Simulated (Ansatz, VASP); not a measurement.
## Ag in VASP and in Ansatz

INCAR

```
ALGO     = Normal         # electronic algorithm
EDIFF    = 1E-6           # SCF threshold, eV
EDIFFG   = -0.04          # ionic threshold
ENCUT    = 600            # plane-wave cutoff, eV
GGA      = PE             # functional
IBRION   = 2              # ionic algorithm
ISIF     = 3              # what is computed and relaxed
ISMEAR   = 0              # smearing method
LASPH    = T              # aspherical terms in the spheres
LCHARG   = F              # write CHGCAR
LREAL    = F              # projectors in reciprocal space
LWAVE    = F              # write WAVECAR
NELM     = 100            # most SCF steps
NSW      = 90             # ionic steps
PREC     = Accurate       # precision mode
SIGMA    = 0.1            # smearing width, eV
```

File KPOINTS:

```
k-points
0
Gamma
  6 6 4
```

POSCAR

```
Ag
1.0
    3.1692019431      0.0000000000      0.0000000000
   -1.5846009715      2.7446093924      0.0000000000
    0.0000000000      0.0000000000      4.1843556140
Ag
2
Direct
    0.3333333333      0.6666666667      0.7500000000
    0.6666666667      0.3333333333      0.2500000000
```

Input for Ansatz:

```yaml
crystal:
  lattice:
    - [3.1692019431, 0.0, 0.0]
    - [-1.5846009715, 2.7446093924, 0.0]
    - [0.0, 0.0, 4.184355614]
  atoms:
    - { symbol: Ag, position: [0.3333333333, 0.6666666667, 0.75] }
    - { symbol: Ag, position: [0.6666666667, 0.3333333333, 0.25] }
basis:
  ecutwfc: 420
kpoints:
  mp_grid: { grid: [6, 6, 4] }
hamiltonian:
  xc: pbe
scf:
  occupations: { method: gaussian, width: 0.1 }
  lower_state_search: "off"
output:
  forces: true
  stress: true
  eigenvalues: true
relax:
  adjacent_minimum: "off"
  f_tol: 0.04
  max_steps: 70
  cell: { stress_tol: 0.4 }
```

Alike in both runs: task relaxation of cell and atoms; functional PBE; k mesh 6 × 6 × 4; occupations gaussian, width 0.1 eV; no spin polarisation.

```csv
,VASP,Ansatz
version,VASP 6.6.1,Ansatz 0.2.0
potentials or method,"VASP PAW PBE potentials, release 64 (Ag)","scalar-relativistic, plane waves, PAW"
plane-wave cutoff (eV),600,420
valence electrons in the cell,22,38
```

Ansatz gave:

| Item | Value |
| --- | --- |
| gap on the k mesh at the Fermi level, each at its own relaxed structure (eV) | none |
| relaxed volume (Å³/atom) | 18.02 |
| relaxed cell length with the largest relative difference (Å) | 4.711 |
| energy change over the relaxation (meV/atom) | -95 |

Task: Which values does VASP return?

Result: gap on the k mesh at the Fermi level, each at its own relaxed structure (eV): none; relaxed volume (Å³/atom): 18.04; relaxed cell length with the largest relative difference (Å): 4.719; energy change over the relaxation (meV/atom): -94.

A gap of «none» marks a metal or a gap that the smearing closes. The two sets of potentials don't hold the same shells in valence.

Caveats: the k mesh is coarse (spacing up to 0.38 Å⁻¹), so the values aren't converged.
